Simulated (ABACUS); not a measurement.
Write an ASE script for ABACUS 3.10.1 that does the following.

- Task: single point
- Functional: RPBE
- Potentials or basis: PseudoDojo NC SR 0.4.1 PBE standard
- Cutoff: 1102 eV
- Density cutoff: 4408 eV
- Basis: plane waves
- k mesh: 10 × 10 × 10
- Occupations: fermi-dirac, width 0.05 eV
- Spin: no spin polarisation
- Radial cutoff of the potentials (pseudo_rcut): 7 bohr
- SCF threshold on the density: 1e-08
- Max SCF steps: 100
- Eigensolver: dav
- Mixing: broyden
- Mixing share: 0.7
- Symmetry key: 1

The structure of Mo lies in POSCAR:

```
Mo
1.0
   -1.5838089719      1.5838089719      1.5838089719
    1.5838089719     -1.5838089719      1.5838089719
    1.5838089719      1.5838089719     -1.5838089719
Mo
1
Direct
    0.0000000000      0.0000000000      0.0000000000
```

The input as run:

run_abacus.py

```python
"""ABACUS run from a structure file: ASE reads it, the script writes STRU, KPT and INPUT."""
import re
import subprocess
from ase.io import read
from ase.units import Bohr

atoms = read("POSCAR")
atoms = atoms[(-atoms.numbers).argsort(kind="stable")]  # ABACUS lists atoms element by element
pseudo = {'Mo': 'Mo.upf'}
orbital = {}
magmoms = None
kmesh = [10, 10, 10]
params = {
    'suffix': 'Mo',
    'calculation': 'scf',
    'basis_type': 'pw',
    'pseudo_dir': './',
    'symmetry': 1,
    'dft_functional': 'GGA_X_RPBE+GGA_C_PBE',
    'ecutwfc': 81,
    'pseudo_rcut': 7,
    'nspin': 1,
    'nbands': 17,
    'ks_solver': 'dav',
    'smearing_method': 'fd',
    'smearing_sigma': 0.00367493,
    'scf_thr': 1e-08,
    'scf_nmax': 100,
    'mixing_type': 'broyden',
    'mixing_beta': 0.7,
    'cal_force': 1,
    'cal_stress': 1,
    'out_chg': 1,
    'kpar': 4,
}

symbols = atoms.get_chemical_symbols()
elements = list(dict.fromkeys(symbols))
lines = ["ATOMIC_SPECIES"] + [f"{e} {atoms.get_masses()[symbols.index(e)]:.4f} {pseudo[e]}" for e in elements]
if orbital:
    lines += ["", "NUMERICAL_ORBITAL"] + [orbital[e] for e in elements]
lines += ["", "LATTICE_CONSTANT", f"{1 / Bohr:.10f}", "", "LATTICE_VECTORS"]
lines += [" ".join(f"{x:.10f}" for x in v) for v in atoms.cell]
lines += ["", "ATOMIC_POSITIONS", "Direct"]
for e in elements:
    lines += ["", e, "0.0", str(symbols.count(e))]
    for i, p in enumerate(atoms.get_scaled_positions(wrap=False)):
        if symbols[i] == e:
            mag = "" if magmoms is None else " mag " + " ".join(str(x) for x in (magmoms[i] if isinstance(magmoms[i], list) else [magmoms[i]]))
            lines.append(" ".join(f"{x:.10f}" for x in p) + " 1 1 1" + mag)
open("STRU", "w").write("\n".join(lines) + "\n")
open("KPT", "w").write("K_POINTS\n0\nGamma\n%d %d %d 0 0 0\n" % tuple(kmesh))
open("INPUT", "w").write("INPUT_PARAMETERS\n" + "".join(f"{k:<20s}{v}\n" for k, v in params.items()))

done = subprocess.run(['mpirun', '-np', '4', 'abacus'])
if done.returncode:
    raise SystemExit(done.returncode)
log = open("OUT.Mo/running_scf.log").read()
print("final energy (eV):", re.findall(r"FINAL_ETOT_IS (\S+)", log))
```

Potentials or basis: PseudoDojo NC SR 0.4.1 PBE standard, plane waves.

Launch:

```bash
$ OMP_NUM_THREADS=1 python run_abacus.py > log
```

Results of the run:

| Property | Result |
| --- | --- |
| Pressure | 1.5 GPa |
| Band gap on the k mesh | none (metal or under the smearing width) |

Caveat: the potentials were made for another functional, which shifts forces and pressure.

Wall time 6.6 s on 4 MPI ranks on Intel(R) Xeon(R) Platinum 8375C CPU @ 2.90GHz (Ice Lake) (shared host), peak memory 0.32 GiB a rank.
